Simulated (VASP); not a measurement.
Here is a VASP 6.6.1 calculation.

File INCAR:

```
SYSTEM = C
PREC = Accurate
ENCUT = 450
EDIFF = 1E-7
ISMEAR = -1
SIGMA = 0.05
LREAL = .FALSE.
LASPH = .TRUE.
NELM = 60
ALGO = Fast
ISIF = 2
LWAVE = .FALSE.
LCHARG = .FALSE.
ISPIN = 2
MAGMOM = 0.5 0.5 0.5 0.5 0.5 0.5 0.5 0.5 0.5 0.5 0.5 0.5 0.5 0.5 0.5 0.5 0.5 0.5 0.5 0.5 0.5 0.5 0.5 0.5 0.5 0.5 0.5 0.5 0.5 0.5 0.5 0.5 0.5 0.5 0.5 0.5 0.5 0.5 0.5 0.5 0.5 0.5 0.5 0.5 0.5 0.5 0.5 0.5 0.5 0.5 0.5 0.5 0.5 0.5 0.5 0.5 0.5 0.5 0.5 0.5 0.5 0.5 0.5
LORBIT = 11
NUPDOWN = 1
GGA = PE
IBRION = 2
NSW = 40
EDIFFG = -0.01
NELECT = 253
```

KPOINTS

```
regular mesh
0
G
  2 2 2
  0 0 0
```

Contents of POSCAR:

```
C
1.0
    7.1440000000      0.0000000000      0.0000000000
    0.0000000000      7.1440000000      0.0000000000
    0.0000000000      0.0000000000      7.1440000000
C
63
Direct
    0.7500000000      0.2500000000      0.0000000000
    0.7500000000      0.0000000000      0.2500000000
    0.0000000000      0.0000000000      0.0000000000
    0.2500000000      0.2500000000      0.0000000000
    0.5000000000      0.5000000000      0.0000000000
    0.7500000000      0.7500000000      0.0000000000
    0.2500000000      0.0000000000      0.2500000000
    0.5000000000      0.2500000000      0.2500000000
    0.7500000000      0.5000000000      0.2500000000
    0.5000000000      0.0000000000      0.5000000000
    0.7500000000      0.2500000000      0.5000000000
    0.7500000000      0.0000000000      0.7500000000
    0.0000000000      0.5000000000      0.0000000000
    0.2500000000      0.7500000000      0.0000000000
    0.0000000000      0.2500000000      0.2500000000
    0.2500000000      0.5000000000      0.2500000000
    0.5000000000      0.7500000000      0.2500000000
    0.0000000000      0.0000000000      0.5000000000
    0.2500000000      0.2500000000      0.5000000000
    0.5000000000      0.5000000000      0.5000000000
    0.7500000000      0.7500000000      0.5000000000
    0.2500000000      0.0000000000      0.7500000000
    0.5000000000      0.2500000000      0.7500000000
    0.7500000000      0.5000000000      0.7500000000
    0.0000000000      0.7500000000      0.2500000000
    0.0000000000      0.5000000000      0.5000000000
    0.2500000000      0.7500000000      0.5000000000
    0.0000000000      0.2500000000      0.7500000000
    0.2500000000      0.5000000000      0.7500000000
    0.5000000000      0.7500000000      0.7500000000
    0.0000000000      0.7500000000      0.7500000000
    0.6250000000      0.1250000000      0.1250000000
    0.8750000000      0.3750000000      0.1250000000
    0.8750000000      0.1250000000      0.3750000000
    0.1250000000      0.1250000000      0.1250000000
    0.3750000000      0.3750000000      0.1250000000
    0.6250000000      0.6250000000      0.1250000000
    0.8750000000      0.8750000000      0.1250000000
    0.3750000000      0.1250000000      0.3750000000
    0.6250000000      0.3750000000      0.3750000000
    0.8750000000      0.6250000000      0.3750000000
    0.6250000000      0.1250000000      0.6250000000
    0.8750000000      0.3750000000      0.6250000000
    0.8750000000      0.1250000000      0.8750000000
    0.1250000000      0.6250000000      0.1250000000
    0.3750000000      0.8750000000      0.1250000000
    0.1250000000      0.3750000000      0.3750000000
    0.3750000000      0.6250000000      0.3750000000
    0.6250000000      0.8750000000      0.3750000000
    0.1250000000      0.1250000000      0.6250000000
    0.3750000000      0.3750000000      0.6250000000
    0.6250000000      0.6250000000      0.6250000000
    0.8750000000      0.8750000000      0.6250000000
    0.3750000000      0.1250000000      0.8750000000
    0.6250000000      0.3750000000      0.8750000000
    0.8750000000      0.6250000000      0.8750000000
    0.1250000000      0.8750000000      0.3750000000
    0.1250000000      0.6250000000      0.6250000000
    0.3750000000      0.8750000000      0.6250000000
    0.1250000000      0.3750000000      0.8750000000
    0.3750000000      0.6250000000      0.8750000000
    0.6250000000      0.8750000000      0.8750000000
    0.1250000000      0.8750000000      0.8750000000
```

Potentials or basis: VASP PAW PBE potentials, release 64 (C).

Run with:

```sh
$ cat potpaw_PBE.64/C/POTCAR > POTCAR
$ mpirun -np 1 vasp_std > vasp.out
```

Q: Estimate the energy gained by relaxing.

A: 10.4 meV/atom.

Forces in eV/Å, atoms in the order of the input:
```
C    0.003  0.003 -0.002
C    0.003 -0.002  0.003
C    0.000  0.000  0.000
C   -0.003  0.003  0.002
C    0.000  0.000  0.000
C    0.003 -0.003  0.002
C   -0.003  0.002  0.003
C   -0.002  0.003  0.003
C    0.003 -0.004  0.003
C    0.000  0.000  0.000
C    0.003  0.003 -0.004
C    0.003  0.002 -0.003
C    0.000  0.000  0.000
C   -0.003 -0.003 -0.002
C   -0.004  0.003  0.003
C   -0.003  0.004  0.003
C    0.002 -0.003  0.003
C    0.000  0.000  0.000
C   -0.003  0.003  0.004
C    0.000  0.000  0.000
C    0.003 -0.003  0.004
C   -0.003 -0.002 -0.003
C    0.002  0.003 -0.003
C    0.003  0.004 -0.003
C    0.004 -0.003  0.003
C    0.000  0.000  0.000
C   -0.003 -0.003 -0.004
C    0.004  0.003 -0.003
C   -0.003 -0.004 -0.003
C   -0.002 -0.003 -0.003
C   -0.004 -0.003 -0.003
C    0.000  0.000  0.000
C    0.004  0.004 -0.006
C    0.004 -0.006  0.004
C    0.004 -0.002 -0.002
C    0.002 -0.004 -0.002
C   -0.002  0.004 -0.002
C   -0.004  0.002 -0.002
C    0.002 -0.002 -0.004
C   -0.006  0.004  0.004
C    0.005 -0.005  0.005
C   -0.002 -0.002  0.004
C    0.005  0.005 -0.005
C   -0.004 -0.002  0.002
C   -0.004 -0.004 -0.006
C    0.000  0.000  0.000
C   -0.005  0.005  0.005
C    0.006 -0.004  0.004
C   -0.002  0.002 -0.004
C   -0.004 -0.006 -0.004
C    0.006  0.004 -0.004
C   -0.006 -0.004 -0.004
C    0.004  0.006 -0.004
C    0.000  0.000  0.000
C   -0.002 -0.004  0.002
C    0.004 -0.004  0.006
C   -0.004  0.006  0.004
C   -0.005 -0.005 -0.005
C    0.002  0.002  0.004
C   -0.004  0.004  0.006
C    0.002  0.004  0.002
C    0.000  0.000  0.000
C    0.004  0.002  0.002
```

Caveat: the k mesh is coarse (spacing up to 0.44 Å⁻¹), so the values aren't converged; the moment is held away from its start; the total moment is fixed, so each spin has its own Fermi level.
